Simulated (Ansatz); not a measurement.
## Ti$_{5}$Te$_{4}$ single point

Input file of Ansatz 0.2.0:

```yaml
crystal:
  lattice:
    - [0.0, 0.0, 3.783306]
    - [5.097233, -5.097233, 1.891653]
    - [5.097233, 5.097233, -1.891653]
  atoms:
    - { symbol: Te, position: [0.2797, 0.7792, 0.3386] }
    - { symbol: Te, position: [0.0589, 0.6614, 0.7792] }
    - { symbol: Te, position: [0.7203, 0.2208, 0.6614] }
    - { symbol: Te, position: [0.9411, 0.3386, 0.2208] }
    - { symbol: Ti, position: [0.0, 0.0, 0.0] }
    - { symbol: Ti, position: [0.3752, 0.9392, 0.6896] }
    - { symbol: Ti, position: [0.3144, 0.3104, 0.9392] }
    - { symbol: Ti, position: [0.6248, 0.0608, 0.3104] }
    - { symbol: Ti, position: [0.6856, 0.6896, 0.0608] }
  symmetry: { tolerance: 0.0003 }
kpoints:
  mp_grid: { grid: [3, 3, 3], shift: [0, 0, 0] }
magnetization:
  spin_polarized: false
scf:
  occupations: { method: gaussian, width: 0.0178 }
hamiltonian:
  pseudopotentials: { kind: paw }
  xc: hse06
basis:
  ecutwfc: 420
  fft_grid_basis: typed
output:
  forces: true
  stress: true
  eigenvalues: true
  bader: true
  populations: true
  elf: true
  write_potential: true
  volumetric_format: npy
  dos:
    e_range: [-12, 8]
    de: 0.05
    projected: { site_lists: { Te: [Te], Ti: [Ti] } }
```

Output (shortened):

```
Free energy (F): -40439.0889 eV
Frozen-core exchange: fock
Harris-Foulkes:  -40439.0889 eV  (|F-HF|=4.51e-10)
Internal energy: -40439.0877 eV  (E = F + TS)
E sigma→0 (E₀):  -40439.0883 eV
Entropy (-TS):   -0.0012 eV (-0.132 meV/atom)
Fermi energy:    12.7284 eV
--- Per-component energies (eV) ---
  E_band       = -1959.8060
  E_kinetic    = 2087.4679
  E_local      = -9093.7360  (includes V_loc(G=0)·N_el)
  E_nonlocal   = -1212.6414
  E_hartree    = 4964.7146
  E_xc         = -798.4254
  E_vxc        = -828.6370  (∫ρ·V_xc dr)
  E_exx        = -378.2138  (= α·E_x^exact, valence–valence)
  E_paw        = -23716.4740  (= ΣΔE_a)
  E_vpaw       = -2085.2618  (= ΣTr[D̂ρ^β])
  E_aug_tail   = -0.0001  (compensation charges beyond the density's cutoff)
  E_ewald      = -12290.1969
  E_core_change = -1.5825  (= ΣΔE_core)
  E_smearing   = -0.0012  (= −TS)
--- Forces (eV/Å), atoms counted from 1 ---
  atom   1  Te    -0.1576    -0.2790     0.0000
  atom   2  Te     0.2790    -0.1576     0.0000
  atom   3  Te     0.1576     0.2790     0.0000
  atom   4  Te    -0.2790     0.1576     0.0000
  atom   5  Ti     0.0000     0.0000     0.0000
  atom   6  Ti    -0.0078     0.2537     0.0000
  atom   7  Ti    -0.2537    -0.0078     0.0000
  atom   8  Ti     0.0078    -0.2537     0.0000
  atom   9  Ti     0.2537     0.0078     0.0000
--- Stress (GPa, compression-positive) ---
       -3.8317       0.0000       0.0000
        0.0000      -3.8317       0.0000
        0.0000       0.0000      -2.6866
  P = ⅓ Tr σ = -3.4500 GPa (-34.500 kbar)
--- Löwdin populations: 9 sites ---
  site symbol       q [e]
     0     Te     16.1708
     1     Te     16.1708
     2     Te     16.1708
     3     Te     16.1708
     4     Ti     11.6726
     5     Ti     11.6343
     6     Ti     11.6343
     7     Ti     11.6343
     8     Ti     11.6343
  spilling = 0.0089 (of n_electrons = 124.0000)
--- Bader charges: 9 sites ---
  site symbol  charge [e]  shift [e]
     0     Te     -1.2716     0.0028
     1     Te     -1.2716     0.0028
     2     Te     -1.2716     0.0028
     3     Te     -1.2716     0.0028
     4     Ti      0.8173     0.0016
     5     Ti      1.0673     0.0024
     6     Ti      1.0673     0.0024
     7     Ti      1.0673     0.0024
     8     Ti      1.0672     0.0024
```

Total energies depend on the potentials used, so only differences within one code and one set of settings carry meaning.

Origin: a database entry at a rescaled volume. Caveats: the exchange threshold is loose for a stress; the SCF threshold is loose for a stress; hybrid functional on a coarse k mesh.
